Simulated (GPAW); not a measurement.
# TePb (Fm-3m) in GPAW: a series of runs, part 2 of 2

GPAW 26.7.0. The steps go on from the part before.

### Step 4. Single point, PBE

run.py

```python
from ase.dft.bandgap import bandgap
from ase.io import read, write
from ase.units import GPa
from gpaw import GPAW, PW

atoms = read('POSCAR')

calc = GPAW(mode=PW(600),
            xc='PBE',
            kpts={'size': (7, 7, 7), 'gamma': True},
            occupations={'name': 'methfessel-paxton', 'order': 0, 'width': 0.026000000000000002},
            nbands=19,
            convergence={'density': 1e-05, 'energy': 1e-05},
            maxiter=150,
            txt='gpaw.txt')
atoms.calc = calc
energy = atoms.get_potential_energy()
forces = atoms.get_forces()
stress = atoms.get_stress()
calc.write('gs.gpw')
write('result.traj', atoms)
print(f'Energy: {energy:.6f} eV')
print('Forces (eV/A):')
print(forces.round(4))
print('Stress (GPa):', (stress / GPa).round(3))
print('Fermi level:', round(calc.get_fermi_level(), 4), 'eV')
print(f'Gap: {bandgap(calc)[0]:.4f} eV, direct: {bandgap(calc, direct=True)[0]:.4f} eV')
```

POSCAR

```
TePb
1.0
    0.0000000000      3.2310000000      3.2310000000
    3.2310000000      0.0000000000      3.2310000000
    3.2310000000      3.2310000000      0.0000000000
Pb Te
1 1
Direct
    0.0000000000      0.0000000000      0.0000000000
    0.5000000000      0.5000000000      0.5000000000
```

Potentials or basis: GPAW PAW data sets (gpaw-data 1.2.1), pw.

Launch:

```console
$ OMP_NUM_THREADS=1 python run.py
```

gpaw.txt:

```text
__  _  _
 | _ |_)|_||  |
 |__||  | ||/\| - 26.7.0

Input parameters:
  mode=PW(ecut=600.0),
  convergence={'density': 1e-05, 'energy': 1e-05},
  kpts=MonkhorstPack(size=(7, 7, 7), gamma=True),
  maxiter=150,
  nbands=19,
  occupations=Occupations(name='methfessel-paxton', order=0, width=0.026000000000000002),
  xc=XC(name='PBE')

Diagonalizing LCAO Hamiltonian
Converting LCAO to pw mode

                 Te

       Pb

Atoms  # Å, Bohr magnetons
|   | symbol |        x |        y |        z |    initial magnetic moments |
|---|--------|----------|----------|----------|-----------------------------|
| 0 |     Pb | 0.000000 | 0.000000 | 0.000000 | ( 0.0000,  0.0000,  0.0000) |
| 1 |     Te | 3.231000 | 3.231000 | 3.231000 | ( 0.0000,  0.0000,  0.0000) |

Unit cell  # Å
| periodic |        x |        y |        z |  lengths |    angles |
|----------|----------|----------|----------|----------|-----------|
|      yes | 0.000000 | 3.231000 | 3.231000 | 4.569324 | 60.000000 |
|      yes | 3.231000 | 0.000000 | 3.231000 | 4.569324 | 60.000000 |
|      yes | 3.231000 | 3.231000 | 0.000000 | 4.569324 | 60.000000 |

Number of symmetries: 48
Symmetry operations  # r_c * U_cc + t_c -> r_c
|    | kind |            matrix            |
|----|------|------------------------------|
|  0 |  σ   |  1, 0, 0,  1, 0,-1,  1,-1, 0 |
|  1 |  C2  |  1, 0, 0,  1,-1, 0,  1, 0,-1 |
|  2 |  E   |  1, 0, 0,  0, 1, 0,  0, 0, 1 |
|  3 |  σ   |  1, 0, 0,  0, 0, 1,  0, 1, 0 |
|  4 |  C4  |  1, 0,-1,  1, 0, 0,  1,-1, 0 |
|  5 |  S6  |  1, 0,-1,  1,-1, 0,  1, 0, 0 |
|  6 |  σ   |  1, 0,-1,  0, 1,-1,  0, 0,-1 |
|  7 |  C3  |  1, 0,-1,  0, 0,-1,  0, 1,-1 |
|  8 |  S6  |  1,-1, 0,  1, 0, 0,  1, 0,-1 |
|  9 |  C4  |  1,-1, 0,  1, 0,-1,  1, 0, 0 |
| 10 |  C3  |  1,-1, 0,  0,-1, 1,  0,-1, 0 |
| 11 |  σ   |  1,-1, 0,  0,-1, 0,  0,-1, 1 |
| 12 |  σ   |  0, 1, 0,  1, 0, 0,  0, 0, 1 |
| 13 |  C4  |  0, 1, 0,  0, 1,-1, -1, 1, 0 |
| 14 |  C3  |  0, 1, 0,  0, 0, 1,  1, 0, 0 |
| 15 |  S6  |  0, 1, 0, -1, 1, 0,  0, 1,-1 |
| 16 |  C2  |  0, 1,-1,  1, 0,-1,  0, 0,-1 |
| 17 |  σ   |  0, 1,-1,  0, 1, 0, -1, 1, 0 |
| 18 |  S4  |  0, 1,-1,  0, 0,-1,  1, 0,-1 |
| 19 |  C4  |  0, 1,-1, -1, 1, 0,  0, 1, 0 |
| 20 |  C3  |  0, 0, 1,  1, 0, 0,  0, 1, 0 |
| 21 |  σ   |  0, 0, 1,  0, 1, 0,  1, 0, 0 |
| 22 |  S6  |  0, 0, 1,  0,-1, 1, -1, 0, 1 |
| 23 |  C4  |  0, 0, 1, -1, 0, 1,  0,-1, 1 |
| 24 |  S4  |  0, 0,-1,  1, 0,-1,  0, 1,-1 |
| 25 |  C3  |  0, 0,-1,  0, 1,-1,  1, 0,-1 |
| 26 |  C2  |  0, 0,-1,  0,-1, 0, -1, 0, 0 |
| 27 |  S6  |  0, 0,-1, -1, 0, 0,  0,-1, 0 |
| 28 |  S4  |  0,-1, 1,  1,-1, 0,  0,-1, 0 |
| 29 |  C4  |  0,-1, 1,  0, 0, 1, -1, 0, 1 |
| 30 |  C2  |  0,-1, 1,  0,-1, 0,  1,-1, 0 |
| 31 |  σ   |  0,-1, 1, -1, 0, 1,  0, 0, 1 |
| 32 |  C3  |  0,-1, 0,  1,-1, 0,  0,-1, 1 |
| 33 |  S6  |  0,-1, 0,  0, 0,-1, -1, 0, 0 |
| 34 |  S4  |  0,-1, 0,  0,-1, 1,  1,-1, 0 |
| 35 |  C2  |  0,-1, 0, -1, 0, 0,  0, 0,-1 |
| 36 |  C2  | -1, 1, 0,  0, 1, 0,  0, 1,-1 |
| 37 |  S6  | -1, 1, 0,  0, 1,-1,  0, 1, 0 |
| 38 |  S4  | -1, 1, 0, -1, 0, 1, -1, 0, 0 |
| 39 |  C3  | -1, 1, 0, -1, 0, 0, -1, 0, 1 |
| 40 |  S6  | -1, 0, 1,  0, 0, 1,  0,-1, 1 |
| 41 |  C2  | -1, 0, 1,  0,-1, 1,  0, 0, 1 |
| 42 |  C3  | -1, 0, 1, -1, 1, 0, -1, 0, 0 |
| 43 |  S4  | -1, 0, 1, -1, 0, 0, -1, 1, 0 |
| 44 |  C2  | -1, 0, 0,  0, 0,-1,  0,-1, 0 |
| 45 |  i   | -1, 0, 0,  0,-1, 0,  0, 0,-1 |
| 46 |  σ   | -1, 0, 0, -1, 1, 0, -1, 0, 1 |
| 47 |  C2  | -1, 0, 0, -1, 0, 1, -1, 1, 0 |

BZ-sampling:
  Number of BZ points: 343
  Number of IBZ points: 20

  Monkhorst-Pack size: [7, 7, 7]
  Monkhorst-Pack shift: [0, 0, 0]

K-points  # in reciprocal-cell coordinates
|     |                                coordinates |     weight |
|-----|--------------------------------------------|------------|
|   0 | (  0.00000000,   0.00000000,   0.00000000) | 0.00291545 |
|   1 | (  0.14285714,   0.14285714,   0.00000000) | 0.01749271 |
|   2 | (  0.14285714,   0.14285714,   0.14285714) | 0.02332362 |
|   3 | (  0.28571429,   0.14285714,   0.14285714) | 0.03498542 |
|   4 | (  0.28571429,   0.28571429,   0.00000000) | 0.01749271 |
|   5 | (  0.28571429,   0.28571429,   0.14285714) | 0.06997085 |
|   6 | (  0.28571429,   0.28571429,   0.28571429) | 0.02332362 |
|   7 | (  0.42857143,  -0.28571429,  -0.28571429) | 0.03498542 |
|   8 | (  0.42857143,   0.28571429,  -0.42857143) | 0.13994169 |
|   9 | (  0.42857143,   0.28571429,  -0.28571429) | 0.06997085 |
| ... |                                            |            |
|  19 | (  0.42857143,   0.42857143,   0.42857143) | 0.02332362 |

Plane wave coefficients: 2259
Cutoff: 600.0 eV

Spin-components: 1 (collinear spins)
Bands:           19
Projectors:      11
Spin-degeneracy: 2
Datatype:        complex128

Parallelization:
  kpt:    1
  domain: 1
  band:   1

Density:
  Valence electrons: 20.0
  Components: 1
  Grid points: [27 27 27]
  Charge: 0.0  # |e|

Potential:
  Grid points: [27 27 27]

species:
  Pb:
    name:    Lead
    Z:       82.0
    valence: 14
    core:    68
    charge:  0.0  # [|e|]
    compensation charges:
      type: gauss
      rc: 0.38  # [Å]
      lmax: 2
    cutoffs:
      filter: 2.36  # [Å]
      core: 2.43  # [Å]
    projectors
    | kind |    occ | energy [eV] | rcut [Å] |
    |------|--------|-------------|----------|
    |   6s |  2.000 |     -11.969 |    1.259 |
    |   6p |  2.000 |      -3.506 |    1.275 |
    |   5d | 10.000 |     -21.211 |    1.217 |
    |    s |        |      15.243 |    1.259 |
    |    p |        |      23.705 |    1.275 |
    |    d |        |       6.001 |    1.217 |

    Using partial waves for Pb as LCAO basis

  Te:
    name:    Tellurium
    Z:       52.0
    valence: 6
    core:    46
    charge:  0.0  # [|e|]
    compensation charges:
      type: gauss
      rc: 0.36  # [Å]
      lmax: 2
    cutoffs:
      filter: 2.09  # [Å]
      core: 3.17  # [Å]
    projectors
    | kind |    occ | energy [eV] | rcut [Å] |
    |------|--------|-------------|----------|
    |   5s |  2.000 |     -15.089 |    1.180 |
    |   5p |  4.000 |      -5.955 |    1.196 |
    |    s |        |      12.123 |    1.180 |
    |    p |        |      21.256 |    1.196 |
    |    d |        |       0.000 |    1.238 |

    Using partial waves for Te as LCAO basis

Reference energy: -752065.146798  # eV

eigensolver:
  PPCG
  Converge bands: occupied
  niter=2

density mixing:
  MSR1-Mixer
  Pratt-step length: 0.05
  Maximum mixing coefficient: 0.75
  Old densities: 10
  SVD Regularization: 0.005
  Good broyden scale: 1.0
  Trust region scale: 1.0
  Backstep threshold: 4.0
  History deletion threshold: 6.0
  Fourier metric: weight=20.0, sigma=0.015

occupation numbers:
  Methfessel-Paxton:
    width: 0.0260  # eV
    order: 0

poisson solver:
  ecut: 4800.0  # eV

xc functional:
  name: PBE with 2 nearest neighbor stencil

convergence criteria:
- Maximum integral of absolute [dens]ity change: 1e-05 electrons / valence electron
- Maximum [total energy] change in last 3 cyles: 1e-05 eV / valence electron
- Maximum integral of absolute [eigenst]ate change: 4e-08 eV^2 / valence electron
maximum number of iterations: 150

SCF iterations
|iter     | |      energy | eigst |  dens |
|---------|-|-------------|-------|-------|
|iter:   1| |   -7.906723 | -0.15 |       |
|iter:   2| |   -7.885178 | -1.98 | -1.35 |
|iter:   3| |   -7.799380 | -2.12 | -1.40 |
|iter:   4| |   -7.801135 | -3.78 | -1.99 |
|iter:   5| |   -7.801587 | -4.32 | -2.42 |
|iter:   6| |   -7.801598 | -5.83 | -3.31 |
|iter:   7| |   -7.801599c| -6.77 | -3.87 |
|iter:   8| |   -7.801599c| -7.78c| -4.62 |
|iter:   9| |   -7.801599c| -7.99c| -5.53c|

Converged in 9 steps
Energy contributions relative to reference atoms: (reference = -752065.146798)

Energy contributions:
  Kinetic:          19.814604
  Coulomb:         -20.111307
  Zero:              0.141643
  External:          0.000000
  Xc:               -7.646539
  Entropy:          -0.000000
  Spinorbit:         0.000000
  ----------------------------
  Free energy:      -7.801599
  Extrapolated:     -7.801599

dipole moment: (-27.309957, -27.309957, -27.309957)  # |e|*Ang

Fermi level: 6.249
Eigenvalues  # (at kpt = [0.000, 0.000, 0.000])
| band index |      eig [eV] | occ [0-2] |
|------------|---------------|-----------|
|          0 |       -11.048 |     2.000 |
|        ... |               |           |
|          2 |       -11.035 |     2.000 |
|          3 |       -11.035 |     2.000 |
|          4 |       -11.035 |     2.000 |
|          5 |        -6.329 |     2.000 |
|          6 |         0.142 |     2.000 |
|          7 |         4.302 |     2.000 |
|          8 |         4.302 |     2.000 |
|          9 |         4.302 |     2.000 |
|         10 |         9.720 |     0.000 |
|         11 |         9.720 |     0.000 |
|         12 |         9.720 |     0.000 |
|         13 |        11.488 |     0.000 |
|         14 |        11.488 |     0.000 |
|         15 |        11.488 |     0.000 |
|         16 |        13.050 |     0.000 |
|         17 |        13.308 |     0.000 |
|         18 |        13.717 |     0.000 |

Gap: 0.980 eV
Transition (v -> c):
  (s=0, k=19, n=9, [0.43, 0.43, 0.43]) -> (s=0, k=19, n=10, [0.43, 0.43, 0.43])
No difference between direct/indirect transitions

Forces  # eV/Ang
|        x |        y |        z |
|----------|----------|----------|
|  0.00000 | -0.00000 |  0.00000 |  # Pb   0
| -0.00000 |  0.00000 | -0.00000 |  # Te   1

Stress tensor  # eV/Ang^3
|         x |         y |         z |
|-----------|-----------|-----------|
| -0.011411 |  0.000000 |  0.000000 |
|  0.000000 | -0.011411 |  0.000000 |
|  0.000000 |  0.000000 | -0.011411 |

# Writing to gs.gpw (mode='')
```

Run time: 15 s. Hardware: 1 thread of Arm Neoverse V2, shared host; peak memory 0.17 GiB.

Results:

* Free energy: -7.8016 eV
* Pressure: 1.8 GPa

Levels at points of the mesh, in eV from the Fermi level:
```
           k point  band 6  band 7  band 8  band 9  band 10  band 11  band 12  band 13  band 14  band 15
(0.00, 0.00, 0.00)  -12.58   -6.11   -1.95   -1.95    -1.95     3.47     3.47     3.47     5.24     5.24
```

Caveat: this odd mesh misses L, where the gap lies, so gap, dielectric constants and Born charges aren't listed. Spin-orbit coupling is left out, which matters for the levels of Pb, Te.

### Step 5. The runs side by side

```tsv
smearing	pressure (GPa)
gaussian 0.024 eV	1.8
gaussian 0.025 eV	1.8
gaussian 0.026 eV	1.8
```

Alike in all rows: task single point; level PBE; potentials or basis GPAW PAW data sets (gpaw-data 1.2.1), pw; no spin polarisation; cell as given; k mesh 7 × 7 × 7; cutoff (eV) 600.

Absolute energies hang on the potentials; compare differences alone.
